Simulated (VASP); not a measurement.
An input for Quantum ESPRESSO's pw.x (written as the equivalent of a VASP run, and not itself run):

```
&CONTROL
  calculation = 'scf'
  pseudo_dir = './pseudo'
  outdir = './out'
  tprnfor = .true.
  tstress = .true.
/
&SYSTEM
  ibrav = 0
  nat = 2
  ntyp = 2
  ecutwfc = 80
  occupations = 'smearing'
  smearing = 'gaussian'
  degauss = 0.003675
  input_dft = 'pbe'
/
&ELECTRONS
  conv_thr = 7.3e-08
  electron_maxstep = 100
/
ATOMIC_SPECIES
  Al 26.982 Al.upf
  Sb 121.760 Sb.upf
CELL_PARAMETERS angstrom
     0.0000000    3.0700000    3.0700000
     3.0700000    0.0000000    3.0700000
     3.0700000    3.0700000    0.0000000
ATOMIC_POSITIONS crystal
  Al   0.0000000  0.0000000  0.0000000
  Sb   0.2500000  0.2500000  0.2500000
K_POINTS automatic
  7 7 7 0 0 0
```

Translate this input to VASP (INCAR, KPOINTS, POSCAR, choice of POTCAR).

Several could match; the one computed here: 
**POSCAR**
```
AlSb
6.140
  0.0000000000   0.5000000000   0.5000000000
  0.5000000000   0.0000000000   0.5000000000
  0.5000000000   0.5000000000   0.0000000000
Al Sb
1 1
Direct
  0.0000000000   0.0000000000   0.0000000000
  0.2500000000   0.2500000000   0.2500000000
```

INCAR:
```
SYSTEM = AlSb
PREC = Accurate
ENCUT = 400
EDIFF = 1E-6
NELM = 100
ALGO = Normal
LREAL = .FALSE.
LASPH = .TRUE.
ISMEAR = 0
SIGMA = 0.05
GGA = PE
LMAXMIX = 4
LWAVE = .FALSE.
LCHARG = .FALSE.
ISIF = 2
```

File KPOINTS:
```
Automatic
0
gamma
  7 7 7
0 0 0
```

POTCAR, in this order: Al Sb (PBE.64 set). Program: vasp_std.

The two are equivalent in intent, not identical: the potentials are each code's own (VASP's PAW set, PseudoDojo norm-conserving files in pw.x), so ENCUT and ecutwfc are chosen apart and not converted; conv_thr bounds pw.x's estimated SCF error, while EDIFF bounds the energy change between steps.

The compound is AlSb in the zinc blende structure. The cell was not relaxed at this level.
